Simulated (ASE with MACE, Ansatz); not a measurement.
# Adsorption of TiCl4 on W(110): energy and structure

How much energy does the adsorption of TiCl4 on W(110) release or cost, and how far does that hang on the level of theory?

Calculated with Ansatz 0.2.0: Kohn-Sham DFT, PBE+D3(BJ), PAW (set soft_2), plane waves; cutoff 420 eV, fermi-dirac smearing of 0.1 eV (for the slabs). Every cell is relaxed with this functional, then solved at fixed geometry with r2SCAN+D4 and PBE+D3(BJ) on a denser mesh. Cutoffs: 420 eV for PBE+D3(BJ); 500 eV for r2SCAN+D4.

**The cells**

The cell holds 36 atoms: 36 W. Its edges and angles: a = 9.540 Å, b = 8.262 Å, c = 22.746 Å, α = 90.0°, β = 90.0°, γ = 54.7°. It derives from W (W(110)). The starting structure: Bcc W(110), 3 x 3 cells, four layers (lattice constants typed as starting values near PBE's), about 15 Å of vacuum, lower atoms held. Vacuum lies along c. 18 atoms are held.

- TiCl4 on W(110): one whole molecule of TiCl4 lowered over a top site, eased by MACE.

Molecules sit alone in boxes of 14 to 15 Å, at Γ at every level, with a smearing of 0.01 eV.

The input of the single point on the relaxed bare surface:

```yaml
crystal:
  lattice:
    - [9.54, 0.0, 0.0]
    - [4.77, 6.7458, 0.0]
    - [0.0, 0.0, 22.7458]
  atoms:
    - { symbol: W, position: [0.83333, 0.33333, 0.04396] }
    - { symbol: W, position: [0.16667, 0.33333, 0.04396] }
    - { symbol: W, position: [0.5, 0.33333, 0.04396] }
    - { symbol: W, position: [0.83333, 0.66667, 0.04396] }
    [... 30 atom lines left out ...]
    - { symbol: W, position: [0.33333, 0.66667, 0.33576] }
    - { symbol: W, position: [0.66667, 0.66667, 0.33576] }
kpoints:
  mp_grid: { grid: [3, 3, 1] }
hamiltonian:
  xc: pbe
  dispersion: d3bj
scf:
  occupations: { method: fermi_dirac, width: 0.1 }
output:
  forces: true
  populations: true
  dos:
    method: { smearing: { sigma: 0.08 } }
    de: 0.1
    projected:
      site_lists:
        W: [W]
        slab: [... 36 sites ...]
  eigenvalues: true
  write_density: true
  write_potential: true
  volumetric_format: npy
```

| cell | formula | k-mesh | relaxation steps | gain on relaxing (eV) | free energy, PBE+D3(BJ) (eV) | time of its runs on this page |
| --- | --- | --- | --- | --- | --- | --- |
| W(110) | W36 | 3×3×1 | 4 | 0.31 | -373845.571 | 27 s |
| TiCl4 on W(110) | TiW36Cl4 | 3×3×1 | 47 | 4.20 | -380675.736 | 82 s |
| TiCl4 | TiCl4 | 1×1×1 | 3 | 0.03 | -6825.915 | 11 s |

**Reaction energies**

Products less reactants, from the free energies above and their like at the other levels, in eV; negative values release energy:

| change | PBE+D3(BJ) | r2SCAN+D4 | PBE+D3(BJ), denser mesh |
| --- | --- | --- | --- |
| adsorption of TiCl4 | -4.25 | -3.66 | -4.21 |

Worked for the first row at PBE+D3(BJ): (-380675.736) − (-373845.571) − (-6825.915) = -4.250 eV (from unrounded energies).

**What the relaxations did**

Bonds are pairs closer than 1.18 times the sum of covalent radii; a bond counts as made or broken only if it crosses from under that bound to over 1.3 times, or back. All concern the added atoms.

| cell | bonds to the surface at the end | nearest contact (Å) | made in DFT | broken in DFT | largest move (Å) |
| --- | --- | --- | --- | --- | --- |
| TiCl4 on W(110) | 4 Cl–W and 4 Ti–W | Cl–W 2.49 | 4 Ti–W and 4 Cl–W | none | 6.65 |

**Findings**

The change releases 4.25 eV at PBE+D3(BJ). The molecule stays whole and bonds to the surface (its most stretched bond, Cl–Ti, goes from 2.18 Å in the gas to 2.42 Å). At the same geometries the levels give -4.25 (PBE+D3(BJ)) to -3.66 eV (r2SCAN+D4) and the denser mesh moves it by +0.04 eV.

Limits: These are static energies with no barriers, zero-point energy or heat. Where a gas molecule is taken up, its entropy is lost, which at room temperature and above is worth several tenths of an eV to over 1 eV a molecule and isn't counted. All slabs, the starting one too, were first eased by a machine-learned potential, and one starting arrangement a cell was relaxed; others may lie lower. Only one face is changed, and the cells carry no dipole correction. Levels with D3 or D4 differ in the size of their dispersion terms as well as in the functional. Pairwise D3 takes no account of screening in a metal. Spin–orbit coupling is left out, which matters for the levels of the heavy elements. In some runs the program notes that positions were snapped to a detected symmetry and the exchange-correlation potential is rough where the density is thin.

[Logs are printed without paths, hosts, clocks, repeated set-up lines and the standing remarks that a program may print on its own settings, such as how far it seeks lower states.]

[Hosts, paths, dates, database ids (printed as entryN), source tags and the programs' standing remarks are cut or masked in the printed files.]
